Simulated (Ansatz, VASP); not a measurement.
# One calculation of TaN, two programs

```
Ta N
1.0
     0.00000    2.16710    2.21132
     2.16710    0.00000    2.21132
     2.16710    2.16710    0.00000
Ta N
1 1
Direct
  0.50000 0.50000 0.50000
  0.00000 0.00000 0.00000
```

The cell comes from a database or a generator and needn't be the stable form of this composition.

Alike in both runs: functional PBE; k mesh 9 × 9 × 9; occupations fermi-dirac, width 0.05 eV; no spin polarisation.

```csv
,VASP,Ansatz
version,VASP 6.6.1,Ansatz 0.2.0
potentials or method,"VASP PAW PBE potentials, release 64 (Ta_pv, N)",Ansatz PAW
plane-wave cutoff (eV),520,420
valence electrons in the cell,16,18
task,single point,band structure
```

```csv
,VASP,Ansatz,Ansatz less VASP
gap on the k mesh at the Fermi level (eV),none,none,-
pressure (GPa),14.4,13.4,-0.96
largest component of the traceless stress (GPa),9.83,9.81,-0.028
```

A gap of «none» marks a metal or a gap that the smearing closes. The two sets of potentials don't hold the same shells in valence.

Caveats: the pressure holds a Pulay correction of +0.5 GPa for the finite cutoff (Ansatz); spin-orbit coupling is left out, which moves the levels of the heavy elements (Ansatz). The runs have no spin-orbit coupling, so splittings on Ta are missing.
